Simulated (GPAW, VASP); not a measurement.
Given: the input of a run of GPAW 26.7.0 (ASE script) on InAs. 

The input run.py:

```python
from ase.dft.bandgap import bandgap
from ase.io import read, write
from ase.units import GPa
from gpaw import GPAW, PW

atoms = read('POSCAR')

calc = GPAW(mode=PW(600),
            xc='PBE',
            kpts={'size': (8, 8, 8), 'gamma': True},
            occupations={'name': 'methfessel-paxton', 'order': 0, 'width': 0.011},
            nbands=18,
            convergence={'density': 1e-05, 'energy': 1e-05},
            maxiter=150,
            txt='gpaw.txt')
atoms.calc = calc
energy = atoms.get_potential_energy()
forces = atoms.get_forces()
stress = atoms.get_stress()
calc.write('gs.gpw')
write('result.traj', atoms)
print(f'Energy: {energy:.6f} eV')
print('Forces (eV/A):')
print(forces.round(4))
print('Stress (GPa):', (stress / GPa).round(3))
print('Fermi level:', round(calc.get_fermi_level(), 4), 'eV')
print(f'Gap: {bandgap(calc)[0]:.4f} eV, direct: {bandgap(calc, direct=True)[0]:.4f} eV')
```

POSCAR

```
InAs
1.0
    0.0000000000      3.0180000000      3.0180000000
    3.0180000000      0.0000000000      3.0180000000
    3.0180000000      3.0180000000      0.0000000000
In As
1 1
Direct
    0.0000000000      0.0000000000      0.0000000000
    0.7500000000      0.7500000000      0.7500000000
```

Potentials or basis: GPAW PAW data sets (gpaw-data 1.2.1), pw.

Command:

```sh
$ OMP_NUM_THREADS=1 python run.py
```

**Question.** Set up the same calculation for VASP 6.6.1. Potentials or basis there: PBE PAW files As, In_d, 520 eV.

**Answer.** As run (cutoffs and basis follow the program's own potentials, and thresholds, step limits or extra output files can differ):

INCAR

```
PREC = Accurate
ENCUT = 520
EDIFF = 1E-6
ISMEAR = 0
SIGMA = 0.011
LREAL = False
LASPH = True
NELM = 100
ALGO = Normal
ISIF = 2
LWAVE = False
LCHARG = False
GGA = PE
NBANDS = 16
```

The input KPOINTS:

```
Automatic mesh
0
Gamma
  8 8 8
```

File POSCAR:

```
InAs
1.0
    0.0000000000      3.0180000000      3.0180000000
    3.0180000000      0.0000000000      3.0180000000
    3.0180000000      3.0180000000      0.0000000000
In As
1 1
Direct
    0.0000000000      0.0000000000      0.0000000000
    0.7500000000      0.7500000000      0.7500000000
```

Potentials or basis: VASP PAW PBE potentials, release 64 (In_d, As).

Launch:

```console
$ cat potpaw_PBE.64/In_d/POTCAR potpaw_PBE.64/As/POTCAR > POTCAR
$ mpirun -np 1 vasp_std > vasp.out
```

Both were run:

|  | GPAW | VASP |
| --- | --- | --- |
| Pressure | 4.0 GPa | 4.4 GPa |

Pressure is positive in compression.
